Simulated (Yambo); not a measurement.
Input of a Yambo 5.3.0 run:

optics1.in

```
optics
chi
Chimod= "HARTREE"
% BndsRnXd
 1 | 29 |
%
NGsBlkXd= 3 Ry
% LongDrXd
 1 | 0 | 0 |
%
% QpntsRXd
 1 | 1 |
%
% EnRngeXd
 0 | 20 | eV
%
% DmRngeXd
 0.1 | 0.1 | eV
%
ETStpsXd= 200
```

Contents of scf.in:

```
&CONTROL
  calculation = 'scf'
  prefix = 'pwscf'
  outdir = './tmp'
  pseudo_dir = './pseudo'
/
&SYSTEM
  ibrav = 0
  nat = 2
  ntyp = 2
  ecutwfc = 84
  nbnd = 9
  occupations = 'smearing'
  smearing = 'fd'
  degauss = 0.00367493
  force_symmorphic = .true.
/
&ELECTRONS
  conv_thr = 4d-10
  electron_maxstep = 120
  mixing_beta = 0.5
/
ATOMIC_SPECIES
N     14.0070 N.upf
B     10.8100 B.upf
CELL_PARAMETERS angstrom
   0.0000000000    1.8130010000    1.8130010000
   1.8130010000    0.0000000000    1.8130010000
   1.8130010000    1.8130010000    0.0000000000
ATOMIC_POSITIONS crystal
N      0.2500000000    0.2500000000    0.2500000000
B      0.0000000000    0.0000000000    0.0000000000
K_POINTS automatic
12 12 12 0 0 0
```

The input nscf.in:

```
&CONTROL
  calculation = 'nscf'
  prefix = 'pwscf'
  outdir = './tmp'
  pseudo_dir = './pseudo'
/
&SYSTEM
  ibrav = 0
  nat = 2
  ntyp = 2
  ecutwfc = 84
  nbnd = 34
  occupations = 'fixed'
  force_symmorphic = .true.
/
&ELECTRONS
  conv_thr = 1d-08
  diago_full_acc = .true.
  diago_thr_init = 1d-06
/
ATOMIC_SPECIES
N     14.0070 N.upf
B     10.8100 B.upf
CELL_PARAMETERS angstrom
   0.0000000000    1.8130010000    1.8130010000
   1.8130010000    0.0000000000    1.8130010000
   1.8130010000    1.8130010000    0.0000000000
ATOMIC_POSITIONS crystal
N      0.2500000000    0.2500000000    0.2500000000
B      0.0000000000    0.0000000000    0.0000000000
K_POINTS automatic
12 12 12 0 0 0
```

Potentials or basis: PseudoDojo 0.4.1 SR PBEsol standard.

Run with:

```bash
$ OMP_NUM_THREADS=1 pw.x -in scf.in > scf.out
$ OMP_NUM_THREADS=1 pw.x -in nscf.in > nscf.out
$ cd tmp/pwscf.save; p2y; mv SAVE ../..; cd ../..
$ OMP_NUM_THREADS=1 yambo
$ OMP_NUM_THREADS=1 yambo -F optics1.in -J optics1 -C optics1_out
```

Q: Estimate the electronic dielectric constant along the field.

A: 4.54.

Q: What does it give for the electronic dielectric constant along the field, independent particles?

A: 4.72.

Q: What does it give for the band gap on the k mesh, mean-field level?

A: 4.33 eV, indirect (least direct gap 8.78 eV).

Dielectric function (along the field direction of the input):
```
energy (eV)  real part  imaginary part
       0.30       4.54            0.03
       1.31       4.58            0.03
       2.31       4.66            0.03
       3.32       4.81            0.03
       4.42       5.06            0.04
       5.43       5.41            0.05
       6.43       5.94            0.08
       7.54       6.95            0.14
       8.54       9.11            0.43
       9.55      11.05            5.14
      10.65       9.64            9.89
      11.66       4.88           11.06
      12.66      -2.99            7.42
      13.77      -3.33            4.78
      14.77      -1.32            4.78
      15.78      -1.53            4.35
      16.88      -2.44            2.72
      17.89      -1.33            1.31
      18.89      -1.45            1.51
      20.00      -1.32            0.81
```

Caveat: spectra need much finer meshes, so this one isn't converged; these spectra lack excitons.

**What was measured.**

A printed reference work, monograph reports, for a bulk crystal of BN at 300 K: band gap 6.4 eV (indirect).

Against the measured gap of BN, 6.4 eV (indirect; 300 K; a printed reference work, monograph), the calculated 4.33 eV is off by -2.07 eV. The value is that of PBEsol on a finite k mesh, which can miss the band edges, without temperature or zero-point motion. Semilocal functionals fall short of measured gaps as a rule. The cell is a database's relaxed one, not the measured one, which moves gaps too.
